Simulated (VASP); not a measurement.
Set up this calculation in VASP 6.6.1, as the native input.

```
Task                   : relaxation of the atoms
Functional             : PBEsol
Potentials or basis    : VASP PAW PBE potentials, release 64 (Si, C)
Cutoff                 : 520 eV
k mesh                 : 10 × 10 × 10
Occupations            : gaussian, width 0.02 eV
Spin                   : no spin polarisation
Dipole correction      : no
Further INCAR settings : ALGO = Normal; EDIFF = 1e-07; IBRION = 2; EDIFFG = -0.002; NSW = 60
```

The structure of SiC lies in POSCAR:

```
SiC
1.0
   -0.0102383534      2.1669114121      2.1865831700
    2.1669114121     -0.0102383534      2.1865831700
    2.1566730586      2.1566730586      0.0000000000
Si C
1 1
Direct
   -0.0004777803     -0.0004777803      0.0004777803
    0.2504777803      0.2504777803      0.2495222197
```

The cell was built by a generator and isn't the measured one.

The cell isn't the ideal one: strained cell.

These files were run (other wordings do the same):

INCAR

```
SYSTEM = SiC
PREC = Accurate
ENCUT = 520
EDIFF = 1E-7
ISMEAR = 0
SIGMA = 0.02
LREAL = .FALSE.
LASPH = .TRUE.
NELM = 100
ALGO = Normal
ISIF = 2
LWAVE = .FALSE.
LCHARG = .FALSE.
GGA = PS
IBRION = 2
NSW = 60
EDIFFG = -0.002
```

KPOINTS

```
regular mesh
0
G
  10 10 10
  0 0 0
```

Potentials or basis: VASP PAW PBE potentials, release 64 (Si, C).

The run is started by

```bash
$ cat potpaw_PBE.64/Si/POTCAR potpaw_PBE.64/C/POTCAR > POTCAR
$ mpirun -np 1 vasp_std > vasp.out
```

Results of the run:

```
Energy gained by relaxing : 0.0 meV/atom
Ionic steps               : 3
Pressure after relaxing   : 1.9 GPa
Band gap on the k mesh    : 1.13 eV, indirect (least direct gap 4.35 eV)
```

Caveat: the PAW data sets were made with another functional, which shifts forces and pressure a little.

Wall time 93 s on 1 thread of AMD EPYC 7R43 64-Core Processor (Zen 3) (shared host), peak memory 0.11 GiB.
